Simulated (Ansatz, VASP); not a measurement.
One calculation of Cu, two programs

```xyz
1
Lattice="0.0000 1.8148 1.8148 1.8148 0.0000 1.8148 1.8148 1.8148 0.0000" Properties=species:S:1:pos:R:3 pbc="T T T"
Cu    0.0000    0.0000    0.0000
```

Alike in both runs: functional PBE; k mesh 20 × 20 × 20; occupations fermi-dirac, width 0.1 eV; no spin polarisation.

Ansatz relaxed the structure, and its values are those at the end. VASP's run is a single point on that final structure, the one shown.

|  | VASP | Ansatz |
| --- | --- | --- |
| version | VASP 6.6.1 | Ansatz 0.2.0 |
| potentials or method | VASP PAW PBE potentials, release 64 (Cu) | PAW with Ansatz's default frozen-core files, scalar-relativistic |
| plane-wave cutoff (eV) | 520 | 420 |
| valence electrons in the cell | 11 | 19 |

Ansatz gave:

```
pressure (GPa) : 0.0
```

What did VASP give for the same quantities?

Pressure (GPa): 0.6.

The two sets of potentials don't hold the same shells in valence.
